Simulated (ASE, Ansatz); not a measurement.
# Localised basis functions on 1/2<110> screw dislocation dipole in AlN (shuffle set) (1080 atoms), part 2 of 2

Wanted: errors and times of a linear-scaling basis for 1/2<110> screw dislocation dipole in AlN (shuffle set) (1080 atoms). A setting counts as converged where the r.m.s. difference of forces stays under 1 % of the r.m.s. force.

Ansatz 0.2.0; Kohn-Sham DFT, PBE, PAW (set soft_2), plane waves.

The cell: 540 Al and 540 N. The host structure and its lattice constant were typed by rule, without a check against the phase diagram.

So far. Step 11 (Support functions medium, radius 5.18 Å): Forces differ from the reference by 0.33 meV/Å r.m.s., 0.049 % of their size, well within a tolerance of 1 %; the energy by -2.9 meV/atom.

### 14. The reference in detail (continued)

States in the cell by windows of 1 eV, zero at the Fermi level; some projections on atomic orbitals stand beside the total:

```
from (eV)  to (eV)  total    N p   Al p  Al s   N s
      -14      -13   77.9    0.2   19.0   1.3  57.2
      -13       -8    0.0    0.0    0.0   0.0   0.0
       -8       -7  109.3   63.8   25.8  17.7   1.7
       -7       -6  601.7  383.8  101.8  90.6  22.8
       -6       -5  330.3  221.1   48.9  36.2  21.6
       -5       -4  457.7  334.5   76.1  30.4  13.1
       -4       -3  759.9  607.9  113.1  23.2   9.1
       -3       -2  829.0  729.1   76.8   8.6   3.5
       -2       -1  151.9  141.4    6.5   0.6   0.5
       -1        1    0.0    0.0    0.0   0.0   0.0
        1        2   14.4    0.5    9.2   0.2   2.6
        2        3   95.3   10.5   52.5   3.5  15.5
        3        4  213.1   37.2  104.1  11.1  33.2
        4        5  394.1   84.7  188.7  17.0  53.5
```

Between -18 and -14 eV lie 1002 more states.

Not all projections were asked for or kept, so they needn't add up to the total.

The levels nearest the highest filled one (over half full), pooled over k-points and spins:

```
level less the highest filled one (eV)  occupation
                               -0.0711           2
                               -0.0561           2
                               -0.0268           2
                               -0.0247           2
                               -0.0016           2
                                     0           2
                                  2.86           0
                                  2.96           0
                                  3.05           0
                                  3.07           0
                                  3.08           0
                                  3.12           0
```

Mean Löwdin charges: Al +1.07, N -1.01 e (they miss 0.77 % of the electrons, so they add up to more than the cell's charge). The largest share in the top eV of filled states is N p (93 % of the projected weight), and in the lowest eV of empty states Al p (68 % of the projected weight).

### 15. Local order

Bonds and neighbours are counted at the geometry of the runs.

Density 3.24 g/cm³, 10.50 Å³ an atom.

Pair distribution functions g(r), in bins of 0.2 Å:

```
r (Å)  total  Al-Al  Al-N   N-N
 1.60   0.02   0.00  0.04  0.00
 1.80   2.39   0.00  4.78  0.00
 2.00   2.21   0.00  4.42  0.00
 2.20   0.02   0.00  0.04  0.00
 2.40   0.00   0.00  0.00  0.00
 2.60   0.01   0.01  0.01  0.00
 2.80   0.06   0.10  0.00  0.11
 3.00   2.69   5.45  0.00  5.31
 3.20   2.43   4.76  0.03  4.91
 3.40   0.24   0.09  0.39  0.08
 3.60   2.81   0.01  5.61  0.03
 3.80   0.76   0.03  1.50  0.01
 4.00   0.04   0.03  0.05  0.03
 4.20   0.34   0.67  0.03  0.64
 4.40   0.78   1.50  0.03  1.54
 4.60   0.59   0.39  0.80  0.37
 4.80   1.61   0.04  3.17  0.05
 5.00   0.23   0.09  0.38  0.07
 5.20   0.88   1.71  0.05  1.69
 5.40   2.34   4.40  0.25  4.44
 5.60   1.29   0.66  1.92  0.66
 5.80   0.92   0.09  1.75  0.10
 6.00   0.33   0.46  0.20  0.47
 6.20   1.04   1.71  0.38  1.70
 6.40   1.38   0.42  2.33  0.43
 6.60   1.04   0.29  1.79  0.29
 6.80   0.96   1.67  0.25  1.64
 7.00   1.06   1.64  0.46  1.67
```

Bonds by pair of elements; cutoffs follow the first minimum of g(r), held within bounds set by covalent radii, and pairs that aren't listed don't count as bonded:

```
pair A-B  cutoff (Å)  bonds  mean length (Å)  spread (Å)  shortest (Å)  B about A  A about B
    Al-N        2.48   2160              1.9       0.051          1.58          4          4
```

How many atoms have how many bonded neighbours:

```
element  mean    4
     Al     4  540
      N     4  540
```

Rings of the network by King's shortest-path rule, up to 12 atoms, one path for each pair of neighbours; H, halogens, alkali and alkaline-earth atoms are left out, and the last column divides by all other atoms, bonded or not:

```
ring size (atoms)  rings  per network atom
                6   2131              1.97
```

First main peaks of g(r), for some of the pairs, lie near 3.10 Å (Al-Al), 1.90 Å (Al-N) and 3.09 Å (N-N). With the cutoffs above, all Al atoms have 4 and all N atoms have 4 bonded neighbours. All rings counted have 6 atoms.

The surroundings of Al369, which bears the longest force, nearest first, numbered as they follow in the input and with coordinates relative to it.

```
 atom      x      y      z  distance (Å)  bonds  Löwdin charge (e)     Fx     Fy  Fz (eV/Å)
Al369   0.00   0.00   0.00          0.00      4               1.07  -4.73   3.16       6.16
 N142   0.87  -0.59  -1.18          1.58      4              -1.01   4.39  -3.27      -5.37
 N370  -0.01   1.89   0.15          1.89      4              -1.02   0.67   0.01      -1.11
 N368  -1.76  -0.65  -0.40          1.92      4              -1.00  -0.70   0.80       0.95
 N278   0.90  -0.63   1.92          2.21      4              -0.98   2.48  -2.26      -3.50
Al141   0.88  -2.49   0.04          2.64      4               1.09  -0.36  -0.03      -1.47
Al143   2.67   0.01  -0.90          2.81      4               1.06  -0.48   0.45       0.75
Al387  -2.67   0.01   1.20          2.92      4               1.05  -0.40  -0.04      -0.03
```

The column of bonds counts only the pairs Al-N within 2.48 Å; other neighbours, such as metal atoms beside each other in a compound, aren't counted, and periodic images can show an atom twice.

### 16. Summary of results

```yaml
free_energy_per_atom: -462.0499 eV/atom
density: 3.24 g/cm³
pressure: 3.902 GPa
r_m_s_force_component: 0.6667 eV/Å
spacing_of_highest_filled_and_lowest_empty_level: 2.863 eV
wall_time_of_the_10_dft_runs: 5.7 min
```

**Reading.** Against plane waves at 420 eV, the forces differ by 0.41 meV/Å (0.062 %) with support functions medium, and by 0.23 meV/Å in the closest run (support functions high). Differences between support functions and plane waves include what basis error the plane-wave run still has. As the radius goes from 3.35 to 5.18 Å, the force difference goes from 0.46 to 0.33 meV/Å (not steadily; the least is 0.33 at 3.87 Å), and the time from 26 s to 39 s.

Filled and empty levels are parted by 2.86 eV on the run's k-points; the mesh holds the band edges only if they fold onto it, so the gap at this level can be narrower or closed, while semilocal functionals tend to narrow gaps against experiment. With the cutoffs above, all Al atoms have 4 and all N atoms have 4 bonded neighbours.

What to keep in mind: The geometry was built by rule, was displaced at random and isn't relaxed at this level: its force components are 0.67 eV/Å r.m.s. The pressure of 3.9 GPa belongs to a cell and atoms that aren't relaxed at this level.

[Logs are printed without paths, hosts, clocks, repeated set-up lines and the standing remarks that a program may print on its own settings, such as how far it seeks lower states.]

[Hosts, paths, dates, database ids (printed as entryN), source tags and the programs' standing remarks are cut or masked in the printed files.]
